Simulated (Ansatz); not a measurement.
# TiB2: phonon entropy and phonon heat capacity against temperature

All results are calculated (Ansatz 0.2.0). Harmonic vibrational free energy, entropy and heat capacity at constant volume, per atom, from the force constants of a q mesh, imaginary modes left out; plane waves with PAW datasets, Gamma-centred k mesh.

Structure of every row (space group P6/mmm, No. 191):
```
cell vectors (Å)
   3.0327     0.0000     0.0000
  -1.5164     2.6264     0.0000
   0.0000     0.0000     3.2241
atoms (fractions of the cell vectors)
Ti  0.00000  0.00000  0.00000
B   0.33333  0.66667  0.50000
B   0.66667  0.33333  0.50000
```

Settings of every row: functional PBE; dispersion none; spin none; wave cutoff 420 eV; k mesh 18x18x14; occupations fermi dirac; smearing width 0.15 eV; pressure 0 GPa; phonon method linear response; q mesh 3x3x2.

Limits: coarse q mesh; metal sensitive to the k mesh; phonon interpolation lacks quadrupole term.

| row | temperature (K) | phonon entropy (kB/atom) | phonon heat capacity (kB/atom) | phonon free energy (meV/atom) |
| --- | --- | --- | --- | --- |
| 1 | 200 | 0.561 | 1.133 | 98.6 |
| 2 | 300 | 1.151 | 1.772 | 91.2 |
| 3 | 400 | 1.72 | 2.171 | 78.8 |
| 4 | 500 | 2.233 | 2.416 | 61.7 |
| 5 | 600 | 2.688 | 2.571 | 40.5 |
| 6 | 700 | 3.092 | 2.673 | 15.5 |
| 7 | 800 | 3.454 | 2.744 | -12.7 |
| 8 | 900 | 3.781 | 2.794 | -43.9 |
| 9 | 1000 | ? | ? | ? |

Question: what phonon entropy and phonon heat capacity should row 9 give?

Worked fit of phonon entropy. Entropy rises as the heat capacity times the change of ln T, so take t = ln(T / 300 K). The shown rows have t = -0.4055, 0, 0.2877, 0.5108, 0.6931, 0.8473, 0.9808, 1.0986. Least squares give phonon entropy = 1.1739 + 1.77052 × t + 0.56357 × t² kB/atom; a straight line predicts inner rows, each left out in turn, worse (root mean square 0.12 against 0.019 kB/atom). The rows lie off it by 0.012, -0.023, -0.010, 0.008, 0.016, 0.013, 0.001, -0.018 (root mean square 0.014 kB/atom), a smooth pattern that one more power would take up: the form is only approximate. The slope at t = 0, 1.77 kB/atom, estimates the heat capacity at 300 K. The withheld row has t = 1.204, so the fit gives 1.1739 + 1.77052 × (1.204) + 0.56357 × (1.204)² = 4.123 kB/atom.

The calculation gave 4.077 kB/atom. The fit lies 0.046 kB/atom (1.1 % of the value, 1.3 % of the column's range) above it; its largest miss of a shown row is 0.023 kB/atom. This row lies beyond the range of the fit.

Worked fit of phonon heat capacity. At high temperature a harmonic heat capacity falls short of its limit by a term in 1/T², so take t = (100 K / T)². The shown rows have t = 0.25, 0.11111, 0.0625, 0.04, 0.02778, 0.02041, 0.01562, 0.01235. Least squares give phonon heat capacity = 2.9381 − 13.53 × t + 25.287 × t² kB/atom; a straight line predicts inner rows, each left out in turn, worse (root mean square 0.14 against 0.035 kB/atom). The rows lie off it by -0.003, 0.025, -0.020, -0.021, -0.011, 0.001, 0.011, 0.019 (root mean square 0.016 kB/atom), a smooth pattern that one more power would take up: the form is only approximate. The constant, 2.9381 kB/atom, is to be held against the harmonic limit of 3 k_B an atom; it falls short where the stiffest modes are still partly frozen in this range. The withheld row has t = 0.01, so the fit gives 2.9381 − 13.53 × (0.01) + 25.287 × (0.01)² = 2.805 kB/atom.

The calculation gave 2.831 kB/atom. The fit lies 0.026 kB/atom (1.5 % of the column's range) below it; its largest miss of a shown row is 0.025 kB/atom. This row lies beyond the range of the fit.

The other values of row 9: phonon free energy -77.8 meV/atom.
